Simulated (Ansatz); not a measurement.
# BeS: how the settings move a calculation

How sensitive is a calculation of BeS to its settings? A reference run comes first, then two runs with altered input.

The COD entry's cell or inner coordinates are ideal or old and differ from later refinements, so a difference from it is no clean test against experiment.

Program: Ansatz 0.2.0. Level of theory: reference: DFT, PBE, plane-wave PAW, default files, scalar-relativistic. These are calculated values, not measurements.

## Step 1: The starting structure

The structure is cubic, space group F-43m (No. 216). Conventional cell: a = 4.850 Å, b = 4.850 Å, c = 4.850 Å, α = 90.00°, β = 90.00°, γ = 90.00°. Be (site symmetry -43m) is surrounded by 4 S at 2.10 Å. S (site symmetry -43m) is surrounded by 4 Be at 2.10 Å.

Coordinates:

```cif
data_structure
_symmetry_space_group_name_H-M 'P 1'
_symmetry_Int_Tables_number 1
_cell_length_a 3.4295
_cell_length_b 3.4295
_cell_length_c 3.4295
_cell_angle_alpha 60.000
_cell_angle_beta 60.000
_cell_angle_gamma 60.000
_cell_volume 28.52
loop_
_atom_site_label
_atom_site_type_symbol
_atom_site_fract_x
_atom_site_fract_y
_atom_site_fract_z
_atom_site_occupancy
Be1 Be 0.00000 0.00000 0.00000 1
S1 S 0.25000 0.25000 0.25000 1
```

## Step 2: Baseline

Input file input.yaml:

```yaml
crystal:
  lattice:
    - [0.0, 2.425, 2.425]
    - [2.425, 0.0, 2.425]
    - [2.425, 2.425, 0.0]
  atoms:
    - { symbol: Be, position: [0.0, 0.0, 0.0] }
    - { symbol: S, position: [0.25, 0.25, 0.25] }
kpoints:
  mp_grid: { grid: [10, 10, 10] }
scf:
  occupations: { method: fermi_dirac, width: 0.02 }
hamiltonian:
  xc: pbe
  pseudopotentials: { kind: paw }
output:
  forces: true
  stress: true
  populations: true
  efg:
    quadrupole_moments_barn: { Be: 0.05288, S: -0.0694 }
    contact_densities: true
relax:
  f_tol: 0.02
  max_steps: 60
```

Started as:

```console
$ ansatz run input.yaml --threads 1 --pin off --max-ram 2560MiB --backend cpu --events-out ev --progress --plain --runs-dir out
```

From the output:

```text
[...]
Basis set: ecut = 420 eV, 537 PW (Γ), exchange–correlation on 48×48×48 points (8 copies of the dense FFT grid, shifted against one another)
[...]
k-points: 47 of 1000 (time reversal used)
[...]
SCF iter   1: F=—  HF=-996.963786 eV  |F-HF|=—  |Δ(HF+E_count)|=         —  Δρ=7.66e-4  dr2=1.61e-4  ethr=1.77e-3  ⟨swp⟩=5.4  Hψ=3135  notcnv=0
preconditioner: auto → none  [insulator: Δε(μ)=3.109 eV  Ē_g=12.788 eV  σ=0.020 eV  W_gap=1.00  n_scr=0 (ndim 8)  ℏωp=19.7 eV  f_vac=0.000  D(μ)=0.00/eV (n_scr^D=0)  ε∞_Penn≈3.4]
SCF iter   2: F=—  HF=-996.963374 eV  |F-HF|=—  |Δ(HF+E_count)|=   4.12e-4  Δρ=4.75e-4  dr2=6.04e-5  ethr=2.01e-6  ⟨swp⟩=2.1  Hψ=1075  notcnv=0
[...]
SCF iter   5: F=—  HF=-996.963443 eV  |F-HF|=—  |Δ(HF+E_count)|=   5.86e-6  Δρ=2.06e-5  dr2=1.37e-7  ethr=9.28e-9  ⟨swp⟩=2.5  Hψ=567  notcnv=0
SCF iter   6: F=-996.963444 eV  HF=-996.963444 eV  |F-HF|=3.91e-9  |Δ(HF+E_count)|=   1.54e-7  Δρ=4.80e-6  dr2=8.17e-9  ethr=1.25e-9  ⟨swp⟩=4.0  Hψ=1128  notcnv=0
[...]
relax step   1: F+E_penalty+E_count = -996.96344360 eV  Δ(F+E_penalty+E_count) = +0.000e0 eV  max|allowed force component| = 1.989e-16 eV/Å  Δτ_max = 0.0000 Å  (6 SCF iters, accepted)
[...]
SCF converged after 6 iterations
Free energy (F): -996.963444 eV
[...]
E sigma→0 (E₀):  -996.963444 eV
Fermi energy:    6.894756 eV
[...]
  P = ⅓ Tr σ = 1.5420 GPa (15.420 kbar)
[...]
--- Relaxed structure (1 steps of the walk, 1 accepted, 0 SCFs on fresh bases) ---
[...]
```

Run time: 1.4 s. Hardware: 1 thread of an x86-64 CPU, shared host; peak memory 0.38 GiB.

## Step 3: Changed: ecutrho_ratio 9

input.yaml: that of step 2 with these lines changed.

```diff
@@ -22,4 +22,7 @@
     contact_densities: true
-relax:
-  f_tol: 0.02
-  max_steps: 60
+  write_density: true
+  write_potential: true
+  elf: true
+  volumetric_format: npy
+basis:
+  ecutrho_ratio: 9
```

Started as:

```console
$ ansatz run input.yaml --threads 1 --pin off --max-ram 2560MiB --backend cpu --events-out ev --progress --plain --runs-dir out
```

The program printed, cut to the lines that bear on the results:

```text
Warning: RAYON_NUM_THREADS=1 ignored (pool sized by the plan → 1); use --threads N
[...]
Pseudopotentials: kind: paw
Pseudopotential: Be, paw, valence charge 2, recommended cutoff 420 eV (normal), Be.paw.azcp
Pseudopotential: S, paw, valence charge 6, recommended cutoff 420 eV (normal), S.paw.azcp
Functional definition: PBE
[...]
Crystal: 2 atoms, lattice volume = 28.521 Å³
Basis set: ecut = 420 eV, 537 PW (Γ), exchange–correlation on 72×72×72 points (8 copies of the dense FFT grid, shifted against one another)
Bands: 8, of which v1, the nominal top of the filled ones, is band 4 counted from 1 (3 counted from 0)
Symmetry: 24 space group operations
Space group: F-43m (ITA 216), of the structure as read, at distance tolerance 3.1e-5 Å
k-points: 47 of 1000 (time reversal used)
[...]
SCF iter   1: F=—  HF=-996.963825 eV  |F-HF|=—  |Δ(HF+E_count)|=         —  Δρ=7.72e-4  dr2=1.61e-4  ethr=1.77e-3  ⟨swp⟩=5.3  Hψ=3113  notcnv=0
[...]
SCF iter   6: F=-996.963449 eV  HF=-996.963449 eV  |F-HF|=3.61e-9  |Δ(HF+E_count)|=   1.50e-7  Δρ=4.65e-6  dr2=7.65e-9  ethr=1.25e-9  ⟨swp⟩=8.6  Hψ=2433  notcnv=0
[...]
SCF converged after 6 iterations
Free energy (F): -996.963449 eV
[...]
E sigma→0 (E₀):  -996.963449 eV
Fermi energy:    6.894758 eV
[...]
--- Forces (eV/Å), atoms counted from 1 ---
  atom   1  Be     0.00000000    -0.00000000    -0.00000000
  atom   2  S      0.00000000    -0.00000000    -0.00000000
[...]
--- Stress (GPa, compression-positive) ---
        1.541941       0.000000      -0.000000
        0.000000       1.541941       0.000000
       -0.000000       0.000000       1.541941
  P = ⅓ Tr σ = 1.5419 GPa (15.419 kbar)
--- PAW observables at the nuclei: V_zz in 10²¹ V/m², potentials from the cell's mean, atoms counted from 1 ---
  atom   1  Be V_zz =    +0.000000   η = 0.0000   by run symmetry: forbidden   C_q = +0.0000 MHz
            electrostatic potential = -240.922768 V   contact ρ = 238.521263 e/Å³
  atom   2  S  V_zz =    -0.000000   η = 0.0000   by run symmetry: forbidden   C_q = +0.0000 MHz
            electrostatic potential = -1632.324942 V   contact ρ = 19762.504702 e/Å³
--- Band table (eV; the first three rows and the last of 47) ---
  k-point 0: bands = ["-8.3519", "5.3397", "5.3397", "5.3397", "10.9915", "10.9915", "10.9915", "11.2273"]
[...]
--- Löwdin populations: 2 sites ---
  site symbol       q [e]
     0     Be      0.5952
     1      S      7.0909
  spilling = 0.039243 (of n_electrons = 8.000000)
```

Run time: 1.5 s. Hardware: 1 thread of an x86-64 CPU, shared host; peak memory 0.39 GiB.

Changing the numerical grids hardly moves the energy: 0.0 meV/atom.

## Step 4: Changed: starting moments, xc_grid 3, spin_polarized true

input.yaml: that of step 2 with these lines changed.

```diff
@@ -6,4 +6,4 @@
   atoms:
-    - { symbol: Be, position: [0.0, 0.0, 0.0] }
-    - { symbol: S, position: [0.25, 0.25, 0.25] }
+    - { symbol: Be, position: [0.0, 0.0, 0.0], spin: 4.0 }
+    - { symbol: S, position: [0.25, 0.25, 0.25], spin: -0.5 }
 kpoints:
@@ -22,4 +22,5 @@
     contact_densities: true
-relax:
-  f_tol: 0.02
-  max_steps: 60
+basis:
+  xc_grid: 3
+magnetization:
+  spin_polarized: true
```

Started as:

```console
$ ansatz run input.yaml --threads 1 --pin off --max-ram 2560MiB --backend cpu --events-out ev --progress --plain --runs-dir out
```

The program printed, cut to the lines that bear on the results:

```text
Warning: RAYON_NUM_THREADS=1 ignored (pool sized by the plan → 1); use --threads N
[...]
[... 4 set-up lines as earlier in the session ...]
[...]
Crystal: 2 atoms, lattice volume = 28.521 Å³
Basis set: ecut = 420 eV, 537 PW (Γ), exchange–correlation on 72×72×72 points (27 copies of the dense FFT grid, shifted against one another)
Bands: 11, of which v1, the nominal top of the filled ones, is band 4 counted from 1 (3 counted from 0)
[... 2 set-up lines as earlier in the session ...]
Magnetic group: BNS 216.74 (UNI 1576), of the structure as read, at distance tolerance 3.1e-5 Å
k-points: 47 of 1000 (time reversal used)
[...]
Starting moments: Σ|m| = 4.5 μB on 2 of 2 sites
[...]
WARN: the starting moments were not kept: the SCF closed with an absolute magnetisation of 8.3e-7 μB, where they sum to 4.5 μB in size (2 sites). That is at most 0.1 of that sum. Measured as dr2_m measures the in/out step, that magnetisation stands 1.3e-13 eV from none, at or under the [...]
  atom   2  S      0.00000000    -0.00000000     0.00000000
[...]
--- Stress (GPa, compression-positive) ---
        1.541727      -0.000000       0.000000
       -0.000000       1.541727       0.000000
       -0.000000       0.000000       1.541727
  P = ⅓ Tr σ = 1.5417 GPa (15.417 kbar)
--- PAW observables at the nuclei: V_zz in 10²¹ V/m², potentials from the cell's mean, atoms counted from 1 ---
  atom   1  Be V_zz =    +0.000000   η = 0.0000   by run symmetry: forbidden   C_q = +0.0000 MHz
            electrostatic potential = -240.922935 V   contact ρ = 238.521297 e/Å³   contact ρ_s (e/Å³): all electrons +0.000001, valence +0.000001
  atom   2  S  V_zz =    +0.000000   η = 0.0000   by run symmetry: forbidden   C_q = -0.0000 MHz
            electrostatic potential = -1632.324581 V   contact ρ = 19762.504440 e/Å³   contact ρ_s (e/Å³): all electrons -0.000002, valence -0.000002
--- Band table (eV; the first three rows and the last of 94) ---
  k-point 0 ↑: bands = ["-8.3519", "5.3397", "5.3397", "5.3397", "10.9915", "10.9915", "10.9915", "11.2273", "17.9796", "17.9796", "20.2326"]
[...]
--- Löwdin populations: 2 sites ---
  site symbol       q [e]    m [muB]
     0     Be      0.5952     0.0000
     1      S      7.0909    -0.0000
  spilling = 0.039244 (of n_electrons = 8.000000)
```

Wall time 3.1 s (1 thread of an x86-64 CPU, shared host); peak memory 0.38 GiB.

With the changed spin polarisation and numerical grids the energy stays within 0.5 meV/atom: no moment survives, so both runs end on the same non-magnetic state.

## Step 5: All runs together

| run | ending | energy change | pressure (GPa) | gap (eV) | force (eV/Å) | cycles | time |
| --- | --- | --- | --- | --- | --- | --- | --- |
| reference | converged | 0 | 1.5 | 3.11 | 0.00 | 6 | 1.4 s |
| 1: ecutrho_ratio 9 | converged | 0.0 meV/atom | 1.5 | 3.11 | 0.00 | 6 | 1.5 s |
| 2: starting moments, xc_grid 3, spin_polarized true | converged | 0.0 meV/atom | 1.5 | 3.11 | 0.00 | 15 | 3.1 s |

Times don't compare one to one where runs were asked for different outputs or read a saved state (see the inputs); cycles may leave out searches for a lower state.

Of the converged runs whose energies compare with the reference's, none moves it noticeably. Symmetry fixes the atoms and the cell is held, so no setting can move this relaxation. 

These are semilocal Kohn-Sham gaps, which aren't the measured quantity. Such gaps usually fall short of the measured ones.
